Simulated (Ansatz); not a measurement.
Runs of Ansatz 0.2.0 on SnSe. It takes space group Fm-3m (No. 225, cubic). The conventional cell has a = 6.020 Å, b = 6.020 Å, c = 6.020 Å, α = 90.00°, β = 90.00°, γ = 90.00°. Around Sn (site symmetry m-3m) lie 6 Se at 3.01 Å. Se (site symmetry m-3m) has 6 Sn at 3.01 Å as nearest neighbours. Measurements of this composition are mostly on another form, of space group No. 62.

```csv
task,level,k mesh,cutoff (eV),smearing,basis error allowed,gap on the mesh (eV),pressure (GPa)
single point,PBE,8 × 8 × 8,190,gaussian 0.014 eV,0.001 eV/atom,0.58,0.9
elastic constants,PBEsol,6 × 6 × 6,207,fermi-dirac 0.05 eV,0.001 eV/atom,(a),-2.3
elastic constants,PBE,6 × 6 × 6,207,fermi-dirac 0.05 eV,0.001 eV/atom,0.58,0.6
band structure,PBE+D3(BJ),8 × 8 × 8,190,fermi-dirac 0.1 eV,0.001 eV/atom,0.58,(b)
single point,PBE,5 × 5 × 5,173,fermi-dirac 0.04 eV,0.002 eV/atom,-,0.8
```

Alike in all rows: potentials or basis all-electron LAPW, scalar-relativistic; no spin polarisation; cell as given.

Question: Estimate the missing entries.

Answer: (a) 0.64; (b) -1.2.

Caveats: spin-orbit coupling is left out, which moves the levels of the heavy elements (some runs); the mesh misses the band edges, which the band path finds closer together (some runs).

A k mesh can miss the band edges, and the runs leave out spin-orbit coupling on Se, Sn.
